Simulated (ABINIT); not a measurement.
Set up this calculation in ABINIT 10.8.3 (patched build), as the native input.

```
Task                        : relaxation of cell and atoms
Functional                  : LDA
Potentials or basis         : JTH PAW LDA v2.0
Cutoff                      : 408 eV
k mesh                      : 12 × 12 × 12
Occupations                 : fermi-dirac, width 0.05 eV
Spin                        : no spin polarisation
Cell freedom (optcell)      : 2
Cutoff smearing ecutsm (Ha) : 0.5
Optimiser (ionmov)          : 2
Force stop (Ha/bohr)        : 0.0005
Fine-grid cutoff            : 816.342 eV
```

Crystal: Al2Ru.

```
Ru Al
1.0
    -1.56042    1.56042    4.22181
     1.56042   -1.56042    4.22181
     1.56042    1.56042   -4.22181
Ru Al
1 2
Direct
  0.00000 0.00000 0.00000
  0.34080 0.34080 0.00000
  0.65920 0.65920 0.00000
```

The cell comes from a database or a generator and needn't be the stable form of this composition.

These files were run (other wordings do the same):

run.abi

```
# Pseudopotentials
pp_dirpath "./"
pseudos "Ru.LDA_PW-JTH.xml, Al.LDA_PW-JTH.xml"

# Structure
acell 3*1.0 Angstrom
rprim
    -1.5604216200     1.5604216200     4.2218055900
     1.5604216200    -1.5604216200     4.2218055900
     1.5604216200     1.5604216200    -4.2218055900
ntypat 2
znucl 44 13
natom 3
typat 1 2 2
xcart
     0.0000000000     0.0000000000     0.0000000000
     0.0000000000     0.0000000000     2.8775641986
     0.0000000000     0.0000000000     5.5660469814 Angstrom
chkprim 0
chksymtnons 0
tolsym 1.0e-6

# Plane-wave basis
ecut 408.170794 eV
pawecutdg 30.0

# k points
kptopt 1
ngkpt 12 12 12
nshiftk 1
shiftk 0.0 0.0 0.0

# Exchange and correlation
ixc 7

# Bands and occupations
nband 15
occopt 3
tsmear 0.00183747

# SCF cycle
nstep 100
tolvrs 1.0e-9

# Output
iomode 3
prtwf 0
prtden 0
prteig 0
prtebands 0
enunit 1

# Relaxation
ionmov 2
ntime 60
tolmxf 0.0005
optcell 2
dilatmx 1.08
ecutsm 0.5
```

Potentials or basis: JTH PAW LDA v2.0.

The run is started by

```console
$ abinit run.abi > log 2>&1
```

Results of the run:

| Item | Value |
| --- | --- |
| Relaxed volume | 13.38 Å³/atom |
| Relaxed cell | a = 4.720 Å, b = 4.720 Å, c = 4.720 Å, α = 141.69°, β = 141.69°, γ = 55.30° |
| Space group after relaxing (to 0.05 Å) | I4/mmm (No. 139) |
| Energy gained by relaxing | 4.8 meV/atom |
| Ionic steps | 3 |
| Pressure after relaxing | 0.1 GPa |
| Largest force after relaxing | 0.018 eV/Å |
| Band gap on the k mesh | none (metal or under the smearing width) |
| Valence electrons inside the program's atomic spheres | Ru 13.82; Al 0.84 |

It took 6.5 min on 1 thread of Arm Neoverse V1, on a shared host, peak memory 0.18 GiB.
